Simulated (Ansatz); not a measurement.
PtTe and the effect of the functional

The structure is trigonal, space group R-3m (No. 166). Conventional cell: a = 3.963 Å, b = 3.963 Å, c = 19.983 Å, α = 90.00°, β = 90.00°, γ = 120.00°. Pt (site symmetry 3m) is surrounded by 3 Te at 2.59 Å and 3 Pt at 2.72 Å. Te (site symmetry 3m) is surrounded by 3 Pt at 2.59 Å.

Kept alike: task equation of state; k mesh 8 × 8 × 8; occupations fermi-dirac, width 0.05 eV; no spin polarisation. Program: Ansatz, Ansatz PAW. Cutoffs run from 420 to 500 eV. The mesh is that of the run's cell of 4 atoms. No spin-orbit coupling.

| run | volume (Å³/atom) | bulk modulus (GPa) |
| --- | --- | --- |
| A | 22.593 | 131.9 |
| B | 22.167 | 140.3 |
| C | 23.110 | 124.5 |

Volume and modulus come from cells scaled at fixed shape and fractions; off cubic symmetry such a modulus can lie above the relaxed one. All rows use potentials made for PBE.

Q: The runs differ in the functional (and the cutoff that goes with it) alone: LDA; PBEsol; r2SCAN. Which run is which?

A: Run A is PBEsol; run B is LDA; run C is r2SCAN. The volume runs from 22.167 (LDA) to 23.110 Å³/atom (r2SCAN). The bulk modulus runs from 124.5 (r2SCAN) to 140.3 GPa (LDA).
